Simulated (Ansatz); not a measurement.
The calculation used DFT PBE, scalar-relativistic, plane waves, PAW in Ansatz 0.2.0. All cells share a 420 eV cutoff and Γ-centred k meshes spaced at most about 0.3 Å⁻¹ (about 0.25 or finer for metals, 2π included). No spin polarisation.

Temperature and zero-point effects are left out.

Compare these two cells of CdTe4, each relaxed at this level.

A.

```yaml
crystal:
  lattice:
    - [-2.93241, 2.93241, 4.58479]
    - [2.93241, -2.93241, 4.58479]
    - [2.93241, 2.93241, -4.58479]
  atoms:
    - { symbol: Cd, position: [0.00000, 0.00000, 0.00000] }
    - { symbol: Te, position: [0.33469, 0.33469, 0.00000] }
    - { symbol: Te, position: [0.66531, 0.66531, 0.00000] }
    - { symbol: Te, position: [0.50000, 0.00000, 0.50000] }
    - { symbol: Te, position: [0.00000, 0.50000, 0.50000] }
```

B.

```yaml
crystal:
  lattice:
    - [-3.87178, 3.87178, 2.96397]
    - [3.87178, -3.87178, 2.96397]
    - [3.87178, 3.87178, -2.96397]
  atoms:
    - { symbol: Cd, position: [0.50000, 0.50000, 0.00000] }
    - { symbol: Te, position: [0.00000, 0.50000, 0.00000] }
    - { symbol: Te, position: [0.50000, 0.00000, 0.00000] }
    - { symbol: Te, position: [0.50000, 0.50000, 0.50000] }
    - { symbol: Te, position: [0.00000, 0.00000, 0.50000] }
```

Task: Which is lower in energy, and by how much?

Result: A is lower, by 21 meV/atom. A has space group I4/mmm (No. 139), 31.5 Å³/atom and no gap on its mesh; B has space group I4/mmm (No. 139), 35.5 Å³/atom and no gap. Counting Te atoms around Cd (those within 1.25 times the shortest such distance or 1.15 times the sum of covalent radii), A has Cd 6 and B has Cd 8. A holds Te–Te pairs (shortest 3.03 Å); B holds Te–Te chains (shortest 2.96 Å). The denser one is the lower, and pressure would at first widen the difference. Even the lower one lies +0.14 eV/atom against the reference forms of the elements (uncorrected), so neither is stable at this level. Both come from invented guesses. The lowest form computed isn't among them: it has space group P4/mmm (No. 123), 34.0 Å³/atom and lies 89 meV/atom below the best shown.

The k mesh leaves some 4 meV/atom of noise in the energy of each metallic cell. These runs have no spin–orbit coupling, which can matter for Te. Cells relaxed within their symmetry can be saddle points. Some types were kept out of the candidates beforehand, so the set may lack a known form.
